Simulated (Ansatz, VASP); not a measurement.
Na: VASP beside Ansatz

```xyz
1
Lattice="-2.2287 2.2287 2.1175 2.2287 -2.2287 2.1175 2.2287 2.2287 -2.1175" Properties=species:S:1:pos:R:3 pbc="T T T"
Na    0.0000    0.0000    0.0000
```

Change from the starting cell: strain +0.0525 x Voigt [1, 1, 0, 0, 0, 0], atoms carried along.

Alike in both runs: task single point; functional PBE; k mesh 16 × 16 × 16; occupations gaussian, width 0.15 eV; no spin polarisation.

|  | VASP | Ansatz |
| --- | --- | --- |
| version | VASP 6.6.1 | Ansatz 0.2.0 |
| potentials or method | VASP PAW PBE potentials, release 64 (Na_pv) | scalar-relativistic, plane waves, PAW |
| plane-wave cutoff (eV) | 520 | 420 |
| valence electrons in the cell | 7 | 9 |

|  | VASP | Ansatz | Ansatz less VASP |
| --- | --- | --- | --- |
| gap on the k mesh at the Fermi level (eV) | none | none | - |
| pressure (GPa) | -0.8 | -0.8 | 0.00 |
| largest component of the traceless stress (GPa) | 0.06 | 0.06 | +0.001 |

A gap of «none» marks a metal or a gap that the smearing closes. The two sets of potentials don't hold the same shells in valence.
